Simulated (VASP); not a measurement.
Crystal: Ir.

```
Ir
1.0
     2.56374   -1.69444    0.00000
     2.56374    1.69444    0.00000
     0.00000    0.00000    6.91204
Ir
4
Cartesian
  2.5637 -1.1861 0.8087
  2.5637 -0.5083 4.2647
  2.5637 1.1861 6.1033
  2.5637 0.5083 2.6473
```

The cell was built by a generator and needn't be a form met in nature.

```yaml
Program: VASP 6.6.1
Task: relaxation of cell and atoms
Functional: PBEsol
Potentials_or_basis: VASP PAW PBE potentials, release 64 (Ir)
Cutoff: 600 eV
k_mesh: 6 × 6 × 4
Occupations: gaussian, width 0.1 eV
Spin: no spin polarisation
```

At the start: pressure 71.3 GPa; volume 15.01 Å³/atom.

Question: Where does the relaxation end?

Answer: Over 59 steps the energy falls by 3040.6 meV/atom and the volume is 14.10 Å³/atom (-6.1 %); space group I4/mmm (No. 139, to 0.05 Å).

The path:
```tsv
step	energy change (eV)	largest force (eV/Å)	pressure (GPa)	volume (Å³)
1	0.0000	16.6859	71.30	60.05
3	-3.7989	0.4869	-6.14	127.34
5	-4.0543	0.5159	0.70	121.41
7	-4.0911	0.1533	-1.61	121.38
9	-4.1392	0.3492	-0.40	119.74
11	-4.3275	0.8624	2.09	106.40
13	-6.3883	8.9028	48.14	62.72
15	9.8152	22.5432	202.61	61.58
17	9.1367	21.9504	195.75	61.92
19	6.3273	19.4447	166.73	63.48
21	-1.4789	11.2219	77.66	69.96
23	-5.8433	2.5067	-1.80	81.84
25	-5.8756	1.7585	-7.82	83.53
27	-5.9889	1.9055	-7.99	82.65
29	-6.5639	2.5291	-8.62	78.75
31	-9.3593	3.9111	-2.42	64.31
33	-9.8544	5.5291	16.17	59.09
35	-10.3538	4.4177	46.88	53.03
37	-10.3893	2.3070	59.09	51.16
39	-10.6090	2.8315	48.19	52.32
41	-11.4019	1.8047	16.84	55.28
43	-11.6229	1.1271	-6.02	58.29
45	-11.6538	1.1366	-5.02	58.07
47	-11.8518	0.9601	-2.01	57.21
49	-11.8935	0.8434	0.91	56.63
51	-12.0362	0.6180	-0.79	56.63
53	-12.1529	0.3008	2.41	56.00
55	-12.1577	0.0688	-2.47	56.70
57	-12.1623	0.0399	0.17	56.30
59	-12.1625	0.0267	-0.35	56.38
```

Final structure:
```cif
data_structure
_symmetry_space_group_name_H-M 'P 1'
_symmetry_Int_Tables_number 1
_cell_length_a 2.7214
_cell_length_b 2.7214
_cell_length_c 7.6132
_cell_angle_alpha 90.000
_cell_angle_beta 90.000
_cell_angle_gamma 89.995
_cell_volume 56.38
loop_
_atom_site_label
_atom_site_type_symbol
_atom_site_fract_x
_atom_site_fract_y
_atom_site_fract_z
_atom_site_occupancy
Ir1 Ir 0.75057 0.24943 0.12508 1
Ir2 Ir 0.74943 0.25057 0.62508 1
Ir3 Ir 0.24943 0.75057 0.87492 1
Ir4 Ir 0.25057 0.74943 0.37492 1
```

Caveat: the k mesh is coarse (spacing up to 0.37 Å⁻¹), so the values aren't converged; the PAW data sets were made with another functional, which shifts forces and pressure a little.
